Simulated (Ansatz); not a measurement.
**MoS2 under changes of volume**

One of the cells (50.735 Å³/atom); the others are scaled copies at fixed shape and fractional positions:

```xyz
3
Lattice="3.1841 0.0000 0.0000 -1.5921 2.7575 0.0000 0.0000 0.0000 17.3346" Properties=species:S:1:pos:R:3 pbc="T T T"
Mo    0.0000    0.0000    0.0000
S     0.0000    1.8384   15.7833
S     0.0000    1.8384    1.5513
```

```yaml
Program: Ansatz 0.2.0
Functional: LDA
Potentials_or_basis: all-electron LAPW, scalar-relativistic
Cutoff: 241 eV (chosen from the basis error)
Basis_error_allowed: 0.002 eV/atom
k_mesh: 10 × 10 × 2
Occupations: fermi-dirac, width 0.05 eV
Spin: no spin polarisation
```

```csv
volume (Å³/atom),energy over the lowest point (meV/atom),gap on the mesh (eV),largest force (eV/Å)
47.690,4.86,1.90,0.705
48.705,0.00,1.84,0.311
49.720,2.78,1.79,0.054
50.735,12.41,1.73,0.390
51.749,?,?,?
52.764,49.35,1.63,0.987
53.779,75.43,1.58,1.252
```

**Question.** What does the run at 51.749 Å³/atom give?

**Answer.** Energy over the lowest point 28.14 meV/atom; gap on the mesh 1.68 eV; largest force 0.700 eV/Å.

Worked out: A Birch-Murnaghan fit of order 3 (a polynomial in V^(-2/3)) to the other rows has its minimum at 48.83 Å³/atom with B0 = V·E''(V) = 57 GPa and B' = 4.4 at fixed shape and positions, which overstates the stiffness. It gives 28.14 meV/atom at 51.749 Å³/atom, against the run's 28.14. A straight line through the other rows of the gap, of slope -2.66 eV per unit of ln V, gives 1.68 eV, against the run's 1.68.

Energies are extrapolated to zero smearing.

A mesh can miss the band edges. Spin-orbit coupling on Mo is left out.
